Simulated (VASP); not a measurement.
# Settings for InSe: layer in an electric field

InSe, sheet, 4 atoms in the cell. PBEsol; PAW potentials Se, In_d (PBE set). VASP 6.6.1.

Wanted: polarisability along the normal within 2 %.

In-plane mesh in multiples of three: yes; Starting cell: layer relaxed first with the same functional; Layers: 1.

POSCAR of the starting run:
```
InSe
1.0
    3.9972612773      0.0000000000      0.0000000000
    1.9986306386      3.4617298117      0.0000000000
    0.0000000000      0.0000000000     19.3439801558
Se In
2 2
Direct
    0.0000000000      0.0000000000      0.6381303153
    0.0000000000      0.0000000000      0.3618696847
    0.6666666667      0.6666666667      0.4283380142
    0.6666666667      0.6666666667      0.5717012401
```

The series start from field step (eV/A): 0.05; vacuum (Å): 14; Cutoff ENCUT (eV): 310; k spacing (1/Å): 0.25; PREC: Accurate; ALGO: Normal. Each series keeps the choices made before it, and each single choice may use up half of a tolerance. Times cover all steps of a run.

## Field step (eV/A)

| Field step (eV/A) | Polarisability along the normal (Å³ per cell) | Time (s) |
|---|---|---|
| 0.3 | 7.966 | 55 |
| 0.1 | 7.963 | 54 |
| 0.05 | 7.963 | 40 |
| 0.02 (reference) | 7.963 | 42 |

Chosen: 0.3, the loosest value from which every tighter one stays within half of the tolerance.

## Vacuum (Å)

| Vacuum (Å) | Polarisability along the normal (Å³ per cell) | Time (s) |
|---|---|---|
| 8 | 7.931 | 22 |
| 11 | 7.958 | 40 |
| 14 | 7.966 | 55 |
| 24 (reference) | 7.966 | 106 |

Chosen: 8.

## Cutoff ENCUT (eV)

| Cutoff ENCUT (eV) | Polarisability along the normal (Å³ per cell) | Time (s) |
|---|---|---|
| 240 | 7.931 | 18 |
| 280 | 7.931 | 26 |
| 310 | 7.931 | 22 |
| 430 (reference) | 7.937 | 46 |

Chosen: 240.

## k spacing (1/Å)

| k spacing (1/Å) | Polarisability along the normal (Å³ per cell) | Time (s) |
|---|---|---|
| 0.7 | 7.99 | 9.9 |
| 0.45 | 7.937 | 16 |
| 0.25 | 7.931 | 18 |
| 0.16 (reference) | 7.931 | 23 |

Chosen: 0.7.

## PREC

| PREC | Polarisability along the normal (Å³ per cell) | Time (s) |
|---|---|---|
| Accurate | 7.99 | 9.9 |
| Normal | 7.989 | 7.1 |

Chosen: Accurate; no other choice that stays within half of the tolerance saves 30 % of the time.

## ALGO

| ALGO | Polarisability along the normal (Å³ per cell) | Time (s) |
|---|---|---|
| Normal | 7.99 | 9.9 |
| Fast | 7.986 | 9.1 |
| All | 7.995 | 13 |

Chosen: Normal.

## All choices together

| Input | Polarisability along the normal (Å³ per cell) | Time (s) |
|---|---|---|
| no dipole correction of the potential, program defaults (naive) | 0 | 7.0 |
| chosen settings | 7.99 | 9.9 |
| reference settings throughout | 7.956 | 261 |

The tolerance is met.

## The input

INCAR.step1:
```
SYSTEM = InSe
PREC = Accurate
ENCUT = 240
EDIFF = 1E-7
ISMEAR = 0
SIGMA = 0.02
LREAL = .FALSE.
LASPH = .TRUE.
ALGO = Normal
NELM = 150
LWAVE = .FALSE.
LCHARG = .FALSE.
GGA = PS
LDIPOL = .TRUE.
IDIPOL = 3
DIPOL = 0.5 0.5 0.5
AMIN = 0.01
EFIELD = -0.3
```

INCAR.step2, as INCAR.step1 but for:
```
- EFIELD = -0.3
```

INCAR.step3 changes the same tag again: EFIELD = 0.3.

KPOINTS:
```
Automatic mesh
0
Gamma
  3 3 1
  0 0 0
```

POSCAR:
```
InSe
1.0
    3.9972612773      0.0000000000      0.0000000000
    1.9986306386      3.4617298117      0.0000000000
    0.0000000000      0.0000000000     13.3439801558
Se In
2 2
Direct
    0.0000000000      0.0000000000      0.7002393624
    0.0000000000      0.0000000000      0.2997606376
    0.6666666667      0.6666666667      0.3961158504
    0.6666666667      0.6666666667      0.6039410543
```

Commands (each step's output is kept before the next begins):
```
cat potpaw_PBE.64/Se/POTCAR potpaw_PBE.64/In_d/POTCAR > POTCAR
cp INCAR.step1 INCAR
mpirun -np 4 vasp_std > vasp.out
rm WAVECAR CHG
cp INCAR.step2 INCAR
mpirun -np 4 vasp_std > vasp.out
rm WAVECAR CHG
cp INCAR.step3 INCAR
mpirun -np 4 vasp_std > vasp.out
```

The chosen input took VASP 6.6.1 9.9 s on 4 cores (Intel Xeon 6975P-C (Granite Rapids)), a shared host.
